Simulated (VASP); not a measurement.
# TiC (Fm-3m) in VASP: a series of runs

One crystal, TiC, is run at these levels: PBEsol; tasks: relaxation of cell and atoms.

Program: VASP 6.6.1. These are calculated values, not measurements. Logs are shortened: lines on timing, memory, paths and dates and some standing lists are left out, and cuts for length are marked.

## 1. Starting point

The structure is cubic, space group Fm-3m (No. 225). The conventional cell has a = 4.319 Å, b = 4.319 Å, c = 4.319 Å, α = 90.00°, β = 90.00°, γ = 90.00°. Ti (site symmetry m-3m) is surrounded by 6 C at 2.16 Å. C (site symmetry m-3m) is surrounded by 6 Ti at 2.16 Å.

## 2. Relaxation of cell and atoms, PBEsol

The input, INCAR:

```
SYSTEM = TiC
PREC = Accurate
ENCUT = 520
EDIFF = 1E-7
ISMEAR = 0
SIGMA = 0.1
LREAL = .FALSE.
LASPH = .TRUE.
NELM = 80
ALGO = Normal
ISIF = 3
LWAVE = .FALSE.
LCHARG = .FALSE.
GGA = PS
IBRION = 2
NSW = 80
EDIFFG = -0.002
```

The input, KPOINTS:

```
Automatic mesh
0
G
  16 16 16
  0 0 0
```

The input, POSCAR:

```
TiC
1.0
    0.0000000000      2.1593000000      2.1593000000
    2.1593000000      0.0000000000      2.1593000000
    2.1593000000      2.1593000000      0.0000000000
Ti C
1 1
Direct
    0.0000000000      0.0000000000      0.0000000000
    0.5000000000      0.5000000000      0.5000000000
```

Potentials or basis: VASP PAW PBE potentials, release 64 (Ti_sv, C).

Started as:

```sh
$ cat potpaw_PBE.64/Ti_sv/POTCAR potpaw_PBE.64/C/POTCAR > POTCAR
$ mpirun -np 1 vasp_std > vasp.out
```

OUTCAR:

```text
SYSTEM = TiC
   PREC = Accurate
   ENCUT = 520
   EDIFF = 1E-7
   ISMEAR = 0
   LREAL = .FALSE.
   LASPH = .TRUE.
   NELM = 80
   ISIF = 3
   GGA = PS
   IBRION = 2
   NSW = 80
   EDIFFG = -0.002

 ion  position               nearest neighbor table
   1  0.000  0.000  0.000-   2 2.16   2 2.16   2 2.16   2 2.16   2 2.16   2 2.16
   2  0.500  0.500  0.500-   1 2.16   1 2.16   1 2.16   1 2.16   1 2.16   1 2.16

  LATTYP: Found a face centered cubic cell.
 ALAT       =     4.3186000000

  Lattice vectors:

 A1 = (   0.0000000000,   2.1593000000,   2.1593000000)
 A2 = (   2.1593000000,   0.0000000000,   2.1593000000)
 A3 = (   2.1593000000,   2.1593000000,   0.0000000000)

Analysis of symmetry for initial positions (statically):
=====================================================================
 Subroutine PRICEL returns:
 Original cell was already a primitive cell.

 Routine SETGRP: Setting up the symmetry group for a
 face centered cubic supercell.

 Subroutine GETGRP returns: Found 48 space group operations
 (whereof 48 operations were pure point group operations)
 out of a pool of 48 trial point group operations.

The static configuration has the point symmetry O_h .

Analysis of symmetry for dynamics (positions and initial velocities):
=====================================================================
 Subroutine PRICEL returns:
 Original cell was already a primitive cell.

 Routine SETGRP: Setting up the symmetry group for a
 face centered cubic supercell.

 Subroutine GETGRP returns: Found 48 space group operations
 (whereof 48 operations were pure point group operations)
 out of a pool of 48 trial point group operations.

The dynamic configuration has the point symmetry O_h .

 Subroutine INISYM returns: Found 48 space group operations
 (whereof 48 operations are pure point group operations),
 and found     1 'primitive' translations

----------------------------------------------------------------------------------------

                                     Primitive cell

  volume of cell :      20.1358

  direct lattice vectors                    reciprocal lattice vectors
     0.000000000  2.159300000  2.159300000    -0.231556523  0.231556523  0.231556523
     2.159300000  0.000000000  2.159300000     0.231556523 -0.231556523  0.231556523
     2.159300000  2.159300000  0.000000000     0.231556523  0.231556523 -0.231556523

  length of vectors
     3.053711345  3.053711345  3.053711345     0.401067663  0.401067663  0.401067663

  position of ions in fractional coordinates (direct lattice)
     0.000000000  0.000000000  0.000000000
     0.500000000  0.500000000  0.500000000

  ion indices of the primitive-cell ions
   primitive index   ion index
                 1           1
                 2           2

----------------------------------------------------------------------------------------

 KPOINTS: Automatic mesh

Automatic generation of k-mesh.
 Grid dimensions read from file:
 generate k-points for:   16   16   16

 Generating k-lattice:

  Cartesian coordinates                     Fractional coordinates (reciprocal lattice)
    -0.014472283  0.014472283  0.014472283     0.062500000  0.000000000  0.000000000
     0.014472283 -0.014472283  0.014472283     0.000000000  0.062500000  0.000000000
     0.014472283  0.014472283 -0.014472283     0.000000000  0.000000000  0.062500000

  Length of vectors
     0.025066729  0.025066729  0.025066729

  Shift w.r.t. Gamma in fractional coordinates (k-lattice)
     0.000000000  0.000000000  0.000000000

 Subroutine IBZKPT returns following result:
 ===========================================

 Found    145 irreducible k-points:

 Following reciprocal coordinates:
            Coordinates               Weight
  0.000000  0.000000  0.000000      1.000000
  0.062500  0.000000  0.000000      8.000000
  0.125000  0.000000  0.000000      8.000000
  0.187500  0.000000  0.000000      8.000000
  0.250000  0.000000  0.000000      8.000000
  0.312500  0.000000  0.000000      8.000000
[... 16 lines left out ...]
 -0.125000  0.062500  0.000000     24.000000
 -0.062500  0.062500  0.000000     12.000000
 [... further k-points ...]
   k-points           NKPTS =    145   k-points in BZ     NKDIM =    145   number of bands    NBANDS=     12
   number of dos      NEDOS =    301   number of ions     NIONS =      2
   total plane-waves  NPLWV =  13824
   dimension x,y,z NGX =    24 NGY =   24 NGZ =   24
   dimension x,y,z NGXF=    48 NGYF=   48 NGZF=   48
   ions per type =               1   1
   NGX,Y,Z   is equivalent  to a cutoff of  13.07, 13.07, 13.07 a.u.
   NGXF,Y,Z  is equivalent  to a cutoff of  26.13, 26.13, 26.13 a.u.
 SYSTEM =  TiC
   PREC   = accura    normal or accurate (medium, high low for compatibility)
   ISTART =      0    job   : 0-new  1-cont  2-samecut
   ICHARG =      2    charge: 1-file 2-atom 10-const
   ISPIN  =      1    spin polarized calculation?
   LNONCOLLINEAR =      F non collinear calculations
   LSORBIT =      F    spin-orbit coupling
   LASPH  =      T    aspherical Exc in radial PAW
   ENCUT  =  520.0 eV  38.22 Ry    6.18 a.u.   5.68  5.68  5.68*2*pi/ulx,y,z
   NELM   =     80;   NELMIN=  2; NELMDL= -5     # of ELM steps
   EDIFF  = 0.1E-06   stopping-criterion for ELM
   LREAL  =      F    real-space projection
   EDIFFG = -.2E-02   stopping-criterion for IOM
   NSW    =     80    number of steps for IOM
   IBRION =      2    ionic relax: 0-MD 1-quasi-New 2-CG
   NFREE  =      1    steps in history (QN), initial steepest desc. (CG)
   ISIF   =      3    stress and relaxation
   ISYM   =      2    0-nonsym 1-usesym 2-fastsym
   POTIM  = 0.5000    time-step for ionic-motion
   TEBEG  =    0.0;   TEEND  =   0.0 temperature during run
   PSTRESS=    0.0 pullay stress
   NELECT =      16.0000    total number of electrons
   NUPDOWN=      -1.0000    fix difference up-down
   EMIN   =  10.00;   EMAX   =-10.00  energy-range for DOS
   EFERMI =   0.00;   METHOD = LEGACY
   ISMEAR =     0;   SIGMA  =   0.10  broadening in eV -4-tet -1-fermi 0-gaus
   EFERMI_NEDOS =   21; number of points for ismear=-14 and -15
   IALGO  =     38    algorithm
   IMIX   =      4    mixing-type and parameters
     AMIX     =   0.40;   BMIX     =  1.00
     AMIX_MAG =   1.60;   BMIX_MAG =  1.00
  volume/ion in A,a.u.               =      10.07        67.94
  Fermi-wavevector in a.u.,A,eV,Ry     =   1.516323  2.865436 31.283015  2.299237
  Thomas-Fermi vector in A             =   2.625728
   LORBIT       =      0    0 simple, 1 ext, 2 COOP (PROOUT), +10 PAW based schemes
   GGA     = PS    functional components
   LHFCALC =     F    Hartree Fock is set to
   AEXX    =    0.0000 exact exchange contribution
   IVDW    =     0    specifies the selected vdW correction
   LEPSILON=     F    determine dielectric tensor
   LRPA    =     F    only Hartree local field effects (RPA)
 conjugate gradient relaxation of ions
 non-spin polarized calculation
 Gauss-broadening in eV      SIGMA  =   0.10
  energy-cutoff  :      520.00
  volume of cell :       20.14
 maximum number of plane-waves:       560
   NGX = 11   NGY = 11   NGZ = 11

--------------------------------------- Ionic step        1  -------------------------------------------

 number of electron      16.0000002 magnetization

 Free energy of the ion-electron system (eV)
  ---------------------------------------------------
  ext. energy  EPLUGINS =         0.00000000
  ---------------------------------------------------
  free energy    TOTEN  =       -19.79804551 eV

  energy without entropy =      -19.79605728  energy(sigma->0) =      -19.79705140

------------------------ aborting loop because EDIFF is reached ----------------------------------------

  FORCE on cell =-STRESS in cart. coord.  units (eV):
  Direction    XX          YY          ZZ          XY          YZ          ZX
  --------------------------------------------------------------------------------------
  -------------------------------------------------------------------------------------
  Total       -0.5392554     -0.5392554     -0.5392554     -0.0000000      0.0000000      0.0000000
  in kB      -42.9077897    -42.9077897    -42.9077897     -0.0000000      0.0000000      0.0000000
  external PRESSURE =     -42.9077897 kB  Pullay stress =       0.0000000 kB
[... 57 lines left out ...]
  energy  without entropy=      -19.7921749461  energy(sigma->0) =      -19.79312010

--------------------------------------- Ionic step        3  -------------------------------------------

 number of electron      16.0000003 magnetization

 Free energy of the ion-electron system (eV)
  ---------------------------------------------------
  ext. energy  EPLUGINS =         0.00000000
  ---------------------------------------------------
  free energy    TOTEN  =       -19.80256545 eV

  energy without entropy =      -19.80061471  energy(sigma->0) =      -19.80159008

 E-fermi :   9.5922     XC(G=0): -12.9928

 val. band max:        9.5820151406   @ k =   0.1250   0.1250   0.0000
 cond. band min:       9.5938070770   @ k =   0.1250   0.0625   0.0000
 fundamental gap:      0.0117919364
 Fermi energy:         9.5921558240

 k-point     1 :       0.0000    0.0000    0.0000
  band No.  band energies     occupation
      1     -46.6521      2.00000
      2     -22.7647      2.00000
      3     -22.7647      2.00000
      4     -22.7647      2.00000
      5      -2.8831      2.00000
      6      10.2757      0.00000
      7      10.2757      0.00000
      8      10.2757      0.00000
      9      11.3399      0.00000
     10      11.3399      0.00000
     11      11.3399      0.00000
     12      11.3841      0.00000
[... 331 lines left out ...]
 k-point    24 :      -0.0625    0.0625    0.0000
  band No.  band energies     occupation
      1     -46.6438      2.00000
      2     -22.8173      2.00000
      3     -22.7792      2.00000
      4     -22.7660      2.00000
      5      -2.6403      2.00000
      6       9.3729      1.99807
      7       9.5453      1.49245
      8       9.5788      1.15032
      9      10.3915      0.00000
     10      11.0156      0.00000
     11      11.9377      0.00000
     12      12.5324      0.00000

 [... further k-points ...]
[... 5 lines left out ...]
  --------------------------------------------------------------------------------------
  -------------------------------------------------------------------------------------
  Total       -0.0025599     -0.0025599     -0.0025599     -0.0000000     -0.0000000      0.0000000
  in kB       -0.2070927     -0.2070927     -0.2070927     -0.0000000     -0.0000000      0.0000000
  external PRESSURE =      -0.2070927 kB  Pullay stress =       0.0000000 kB
[... 17 lines left out ...]
  FREE ENERGIE OF THE ION-ELECTRON SYSTEM (eV)
  ---------------------------------------------------
  free  energy   TOTEN  =       -19.8025654458 eV

  energy  without entropy=      -19.8006147051  energy(sigma->0) =      -19.80159008

 reached required accuracy - stopping structural energy minimisation
```

Run time: 51 s. Hardware: 1 thread of Intel Xeon Platinum 8375C at 2.90GHz (Ice Lake), shared host; peak memory 0.17 GiB.

Results:

* Free energy: -19.8026 eV
* Relaxed volume: 9.90 Å³/atom
* Relaxed cell: a = 3.037 Å, b = 3.037 Å, c = 3.037 Å, α = 60.00°, β = 60.00°, γ = 60.00°
* Space group after relaxing (to 0.05 Å): Fm-3m (No. 225)
* Energy gained by relaxing: 2.3 meV/atom
* Ionic steps: 3
* Pressure after relaxing: 0.0 GPa
* Band gap on the k mesh: none (metal or under the smearing width)

The path:
```csv
step,energy change (eV),largest force (eV/Å),pressure (GPa),volume (Å³)
1,0.0000,0.0000,-4.29,20.14
2,0.0040,0.0000,6.26,19.36
3,-0.0045,0.0000,-0.02,19.80
```

Final structure:
```xyz
2
Lattice="0.0000 2.1474 2.1474 2.1474 0.0000 2.1474 2.1474 2.1474 0.0000" Properties=species:S:1:pos:R:3 pbc="T T T"
Ti    0.0000    0.0000    0.0000
C     2.1474    2.1474    2.1474
```

Caveat: the PAW data sets were made with another functional, which shifts forces and pressure a little.

## 3. Relaxation of cell and atoms, PBEsol

This run uses another cell than the first one, of 9.90 Å³/atom, 0.984 times its volume.

INCAR is that of step 2.

KPOINTS is that of step 2.

The input, POSCAR:

```
TiC                                     
1.0
   -0.0000000000      2.1473973148      2.1473973148
    2.1473973148      0.0000000000      2.1473973148
    2.1473973148      2.1473973148      0.0000000000
  Ti              C             
     1     1
Direct
     0.0000000000000000    0.0000000000000000    0.0000000000000000
     0.5000000000000000    0.5000000000000000    0.5000000000000000
```

Potentials or basis: VASP PAW PBE potentials, release 64 (Ti_sv, C).

Started as:

```sh
$ cat potpaw_PBE.64/Ti_sv/POTCAR potpaw_PBE.64/C/POTCAR > POTCAR
$ mpirun -np 1 vasp_std > vasp.out
```

It took 34 s on 1 thread of Intel Xeon Platinum 8375C at 2.90GHz (Ice Lake), shared host; peak memory 0.16 GiB.

It converged, with:

```yaml
Free_energy: -19.8024 eV
Energy_gained_by_relaxing: 0.0 meV/atom
Ionic_steps: 3
Pressure_after_relaxing: 0.0 GPa
Band_gap_on_the_k_mesh: none (metal or under the smearing width)
```

Final structure:
```yaml
crystal:
  lattice:
    - [0.00000, 2.14734, 2.14734]
    - [2.14734, 0.00000, 2.14734]
    - [2.14734, 2.14734, 0.00000]
  atoms:
    - { symbol: Ti, position: [0.00000, 0.00000, 0.00000] }
    - { symbol: C, position: [0.50000, 0.50000, 0.50000] }
```

Levels at points of the mesh, in eV from the Fermi level:
| k point | band 4 | band 5 | band 6 | band 7 | band 8 | band 9 | band 10 | band 11 | band 12 |
| --- | --- | --- | --- | --- | --- | --- | --- | --- | --- |
| (0.00, 0.00, 0.00) | -32.36 | -12.48 | 0.68 | 0.68 | 0.68 | 1.75 | 1.75 | 1.75 | 1.79 |
| (0.50, 0.00, 0.00) | -32.41 | -8.83 | -5.98 | -2.97 | -2.97 | 3.03 | 3.03 | 4.27 | 8.31 |
| (0.50, 0.50, 0.00) | -32.54 | -10.15 | -3.45 | -1.74 | 0.01 | 0.01 | 2.84 | 3.66 | 3.66 |

Caveat: the PAW data sets were made with another functional, which shifts forces and pressure a little.
